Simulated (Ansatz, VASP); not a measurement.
## Mg in VASP and in Ansatz

The input INCAR:

```
PREC = Accurate ; ENCUT = 520
EDIFF = 1E-7 ; ISMEAR = -1
SIGMA = 0.05 ; LREAL = False
LASPH = True ; NELM = 80
ALGO = Normal ; ISIF = 2
LWAVE = False ; LCHARG = False
GGA = PE ; NBANDS = 7
```

Contents of KPOINTS:

```
Automatic mesh
0
Gamma
  11 11 11
```

The input POSCAR:

```
Mg
1.0
   -1.7608663899      1.7608663899      1.7608663899
    1.7608663899     -1.7608663899      1.7608663899
    1.7608663899      1.7608663899     -1.7608663899
Mg
1
Direct
    0.0000000000      0.0000000000      0.0000000000
```

The input input.yaml:

```yaml
crystal:
  lattice:
    - [-1.7608663899, 1.7608663899, 1.7608663899]
    - [1.7608663899, -1.7608663899, 1.7608663899]
    - [1.7608663899, 1.7608663899, -1.7608663899]
  atoms:
    - { symbol: Mg, position: [0.0, 0.0, 0.0] }
hamiltonian:
  xc: pbe
  pseudopotentials: { kind: paw }
kpoints:
  mp_grid: { grid: [11, 11, 11] }
scf:
  occupations: { method: fermi_dirac, width: 0.05 }
output:
  forces: true
  stress: true
  eigenvalues: true
```

Change from the starting cell: volume scaled by 0.98.

Alike in both runs: task single point; functional PBE; k mesh 11 × 11 × 11; occupations fermi-dirac, width 0.05 eV; no spin polarisation.

```csv
,VASP,Ansatz
version,VASP 6.6.1,Ansatz 0.2.0
potentials or method,"VASP PAW PBE potentials, release 64 (Mg)",Ansatz PAW
plane-wave cutoff (eV),520,420
valence electrons in the cell,2,10
```

Ansatz gave:

* gap on the k mesh at the Fermi level (eV): none
* pressure (GPa): 1.8

Question: Estimate VASP's values.

Answer: gap on the k mesh at the Fermi level (eV): none; pressure (GPa): 1.6.

A gap of «none» marks a metal or a gap that the smearing closes. The two sets of potentials don't hold the same shells in valence.
